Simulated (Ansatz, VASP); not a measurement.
**Two plane-wave programs on HfN**

The input INCAR:

```
SYSTEM = HfN
PREC = Accurate
ENCUT = 520
EDIFF = 1E-7
ISMEAR = 0
SIGMA = 0.15
LREAL = .False.
LASPH = .True.
NELM = 100
ALGO = Normal
ISIF = 2
LWAVE = .False.
LCHARG = .False.
GGA = PS
NBANDS = 14
```

KPOINTS

```
Automatic mesh
0
Gamma
  18 18 18
  0 0 0
```

Contents of POSCAR:

```
HfN
1.0
    0.0000000000      2.2928850000      2.2590000000
    2.2928850000      0.0000000000      2.2590000000
    2.2928850000      2.2928850000      0.0000000000
Hf N
1 1
Direct
    0.0000000000      0.0000000000      0.0000000000
    0.5000000000      0.5000000000      0.5000000000
```

Input for Ansatz:

```yaml
crystal:
  lattice:
    - [0.0, 2.292885, 2.259]
    - [2.292885, 0.0, 2.259]
    - [2.292885, 2.292885, 0.0]
  atoms:
    - { symbol: Hf, position: [0.0, 0.0, 0.0] }
    - { symbol: "N", position: [0.5, 0.5, 0.5] }
basis:
  ecutwfc: 420
kpoints:
  mp_grid: { grid: [18, 18, 18] }
hamiltonian:
  xc: pbesol
scf:
  occupations: { method: gaussian, width: 0.15 }
output:
  forces: true
  stress: true
  eigenvalues: true
```

Change from the starting cell: strain +0.0150 x Voigt [1, 1, 0, 0, 0, 0], atoms carried along.

Alike in both runs: task single point; functional PBEsol; k mesh 18 × 18 × 18; occupations gaussian, width 0.15 eV; no spin polarisation.

|  | VASP | Ansatz |
| --- | --- | --- |
| version | VASP 6.6.1 | Ansatz 0.2.0 |
| potentials or method | VASP PAW PBE potentials, release 64 (Hf_pv, N) | scalar-relativistic, plane waves, PAW |
| plane-wave cutoff (eV) | 520 | 420 |
| valence electrons in the cell | 15 | 31 |

Ansatz gave:

* gap on the k mesh at the Fermi level (eV): none
* pressure (GPa): -10.5
* largest component of the traceless stress (GPa): 4.16

Q: Estimate VASP's values.

A: gap on the k mesh at the Fermi level (eV): none; pressure (GPa): -12.5; largest component of the traceless stress (GPa): 4.12.

A gap of «none» marks a metal or a gap that the smearing closes. The functional is the same, so the differences come from potentials, cutoffs and numerics. The two sets of potentials don't hold the same shells in valence.

Caveats: the PAW data sets were made with another functional, which shifts forces and pressure a little (VASP). Spin-orbit coupling is left out, which matters for the levels of Hf.
